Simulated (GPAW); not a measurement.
The system is HfO2.

```
CELL_PARAMETERS angstrom
0.00000 2.55750 2.55750
2.55750 0.00000 2.55750
2.55750 2.55750 0.00000
ATOMIC_POSITIONS crystal
Hf 0.00000 0.00000 0.00000
O 0.75000 0.75000 0.75000
O 0.25000 0.25000 0.25000
```

Measurements of this composition are mostly on another form, of space group No. 14.

Program: GPAW 26.7.0. Alike in all runs: task band structure; cell as given; cutoff (eV) 800; smearing fermi-dirac 0.05 eV.

Order these runs on this cell by their pressure, lowest first.
A. level revPBE; potentials or basis the program's PAW data sets (release 1.2.1) made for this functional, pw; spin off; k mesh 9 × 9 × 9; band points 100
B. level PBEsol; potentials or basis PAW data sets generated in the run's folder for this functional, pw; spin off; k mesh 9 × 9 × 9; band points 80
C. level LDA; potentials or basis JTH PAW 2.0, LDA, pw; spin off; k mesh 7 × 7 × 7; band points 100; data set Hf jth, O jth
D. level LDA; potentials or basis the program's PAW data sets (release 1.2.1) made for this functional, pw; spin off; k mesh 9 × 9 × 9; band points 60
E. level BP86; potentials or basis PAW data sets generated in the run's folder for this functional, pw; spin SOC, no magnetisation; k mesh 7 × 7 × 7; band points 60; spin axis theta (degrees) 90; spin axis phi (degrees) 0; soc after scf second variation

C (-20.8 GPa), D (-17.6 GPa), B (-10.3 GPa), E (-3.6 GPa), A (1.2 GPa).

Caveats: so large a pressure means that the cell lies far from this level's equilibrium, or that cutoff or potentials fall short (some runs); spin-orbit coupling was added after a scalar SCF, so levels and gaps hold it while energy, forces, pressure and moments don't (some runs); the program truncates these outside data sets (some runs).

Not every run made on this cell is shown here.
